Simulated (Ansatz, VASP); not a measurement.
C in VASP and in Ansatz

Contents of POSCAR:

```
C
1.0
    0.0000000000      1.7833800000      1.7833800000
    1.7833800000      0.0000000000      1.7833800000
    1.7833800000      1.7833800000      0.0000000000
C
2
Direct
    0.5000000000      0.5000000000      0.5000000000
    0.7500000000      0.7500000000      0.7500000000
```

Contents of INCAR.step1:

```
SYSTEM = C
PREC = Accurate
ENCUT = 520
ISMEAR = 0
SIGMA = 0.1
LREAL = .False.
LASPH = .True.
NELM = 80
NBANDS = 11
GGA = PE
ALGO = Normal
EDIFF = 1E-4
LWAVE = .True.
LCHARG = .False.
```

File INCAR.step2:

```
SYSTEM = C
PREC = Accurate
ENCUT = 520
EDIFF = 1E-6
ISMEAR = 0
SIGMA = 0.1
LREAL = .False.
LASPH = .True.
NELM = 80
ALGO = Normal
ISIF = 2
LWAVE = .False.
LCHARG = .False.
METAGGA = R2SCAN
LMIXTAU = .True.
NBANDS = 11
ISTART = 1
```

Contents of KPOINTS:

```
regular mesh
0
Gamma
  12 12 12
  0 0 0
```

Input for Ansatz:

```yaml
crystal:
  lattice:
    - [0.0, 1.78338, 1.78338]
    - [1.78338, 0.0, 1.78338]
    - [1.78338, 1.78338, 0.0]
  atoms:
    - { symbol: C, position: [0.5, 0.5, 0.5] }
    - { symbol: C, position: [0.75, 0.75, 0.75] }
hamiltonian:
  xc: r2scan
  pseudopotentials: { kind: paw }
basis:
  ecutwfc: 500
kpoints:
  mp_grid: { grid: [12, 12, 12] }
scf:
  occupations: { method: gaussian, width: 0.1 }
  lower_state_search: "off"
output:
  forces: true
  stress: true
```

Alike in both runs: task single point; functional r2SCAN; k mesh 12 × 12 × 12; occupations gaussian, width 0.1 eV; no spin polarisation.

|  | VASP | Ansatz |
| --- | --- | --- |
| version | VASP 6.6.1 | Ansatz 0.2.0 |
| potentials or method | VASP PAW PBE potentials, release 64 (C) | PAW, plane waves, scalar-relativistic |
| plane-wave cutoff (eV) | 520 | 500 |
| valence electrons in the cell | 8 | 8 |

```tsv
	VASP	Ansatz	Ansatz less VASP
pressure (GPa)	-1.3	-2.4	-1.09
```

Caveats: the PAW data sets were made with another functional, which shifts forces and pressure a little (VASP).
